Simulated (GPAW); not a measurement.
HfC:

```xyz
4
Lattice="3.3429 0.0000 0.0000 -1.6714 2.8950 0.0000 0.0000 0.0000 5.2027" Properties=species:S:1:pos:R:3 pbc="T T T"
Hf    0.0000    1.9300    1.3007
Hf    1.6714    0.9650    3.9020
C     0.0000    0.0000    2.6014
C     0.0000    0.0000    0.0000
```

The cell comes from a database or a generator and needn't be the stable form of this composition.

Base run:

| Quantity | Value |
| --- | --- |
| Program | GPAW 26.7.0 |
| Functional | PBEsol |
| Potentials or basis | PAW data sets generated in the run's folder for this functional |
| Cutoff | 800 eV |
| Basis | pw |
| k mesh | 7 × 7 × 4 |
| Occupations | fermi-dirac, width 0.05 eV |
| Spin | no spin polarisation |

Its results: pressure -6.3 GPa.

**Question.** The run is repeated on the same cell with these changes: functional from PBEsol to LDA; potentials or basis from PAW data sets generated in the run's folder for this functional to the program's PAW data sets (release 1.2.1) made for this functional. What comes out?

**Answer.** Pressure -12.2 GPa.
